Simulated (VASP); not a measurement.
A run of VASP 6.6.1 is set up as follows.

Contents of run.py:

```python
from ase.calculators.vasp import Vasp
from ase.dft.bandgap import bandgap
from ase.io import read

atoms = read('Cs.xyz')
calc = Vasp(
    directory='calc',
    xc='rpbe',
    pp='PBE',
    setups='recommended',
    prec='Accurate',
    encut=520,
    ediff=1e-06,
    ismear=0,
    sigma=0.02,
    lreal=False,
    lasph=True,
    nelm=60,
    algo='Normal',
    isif=2,
    lwave=False,
    lcharg=True,
    lelf=True,
    lvhar=True,
    kpts=[6, 6, 6],
    gamma=True,
    nbands=10,
)
atoms.calc = calc

print('energy (eV):', atoms.get_potential_energy())
print('free energy (eV):', atoms.get_potential_energy(force_consistent=True))
print('forces (eV/A):')
print(atoms.get_forces())
print('stress (eV/A^3, Voigt):', atoms.get_stress())
print('Fermi level (eV):', calc.get_fermi_level())
gap, top, bottom = bandgap(calc)
print('band gap (eV):', gap, 'from (spin, k, band)', top, 'to', bottom)
```

File Cs.xyz:

```xyz
1
Lattice="0.0000000000 3.9483357400 3.9483357400 3.9483357400 0.0000000000 3.9483357400 3.9483357400 3.9483357400 0.0000000000" Properties=species:S:1:pos:R:3 pbc="T T T"
Cs     0.0000000000      0.0000000000      0.0000000000
```

Potentials or basis: VASP PAW PBE potentials, release 64 (Cs_sv).

Run with:

```sh
$ python run.py
```

**Question.** Estimate the band gap on the k mesh.

**Answer.** None (metal or under the smearing width).

**Question.** Estimate the pressure.

**Answer.** 0.2 GPa.

Caveat: the PAW data sets were made with another functional, which shifts forces and pressure a little. Spin-orbit coupling is left out, which matters for the levels of Cs.
